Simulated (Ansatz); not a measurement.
# Co: the cost of one run

Method: DFT PBE, with the methods named in each step, in Ansatz 0.2.0.

**1. The structure to begin with**

Symmetry: P-3m1, No. 164, trigonal system. The conventional cell has a = 2.487 Å, b = 2.487 Å, c = 4.063 Å, α = 90.00°, β = 90.00°, γ = 120.00°. Co (site symmetry 3m) is surrounded by 12 Co at 2.42 to 2.55 Å.

Structure file:

```cif
data_structure
_symmetry_space_group_name_H-M 'P 1'
_symmetry_Int_Tables_number 1
_cell_length_a 2.4874
_cell_length_b 2.4874
_cell_length_c 4.0633
_cell_angle_alpha 90.000
_cell_angle_beta 90.000
_cell_angle_gamma 120.000
_cell_volume 21.77
loop_
_atom_site_label
_atom_site_type_symbol
_atom_site_fract_x
_atom_site_fract_y
_atom_site_fract_z
_atom_site_occupancy
Co1 Co 0.66667 0.33333 0.25986 1
Co2 Co 0.33333 0.66667 0.74014 1
```

Atoms are numbered in the order of the input: Co1, Co2.

**2. Free moments, LAPW**

File input.yaml:

```yaml
crystal:
  lattice:
    - [2.4873648738, 0.0, 0.0]
    - [-1.2436824369, 2.1541211692, 0.0]
    - [0.0, 0.0, 4.0632895034]
  atoms:
    - { symbol: Co, position: [0.6666666667, 0.3333333333, 0.259861], spin: 1.7 }
    - { symbol: Co, position: [0.3333333333, 0.6666666667, 0.740139], spin: 1.7 }
magnetization:
  spin_polarized: true
kpoints:
  mp_grid: { grid: [15, 15, 8] }
scf:
  occupations: { method: fermi_dirac, width: 0.08 }
  lower_state_search: "off"
hamiltonian:
  xc: pbe
  pseudopotentials: { kind: all_electron, lapw: { basis_error: 0.001 } }
output:
  forces: true
  stress: true
  eigenvalues: false
  populations: true
  dos: { projected: true, de: 0.1, e_range: [-8, 5] }
```

Command:

```bash
$ ansatz run input.yaml --threads 1 --pin off --max-ram 3072MiB --backend cpu --events-out ev --progress --plain --runs-dir out
```

What time and memory should one allow on 1 thread of Arm Neoverse V1, shared host?

About 95 s, with a peak of 0.77 GiB.
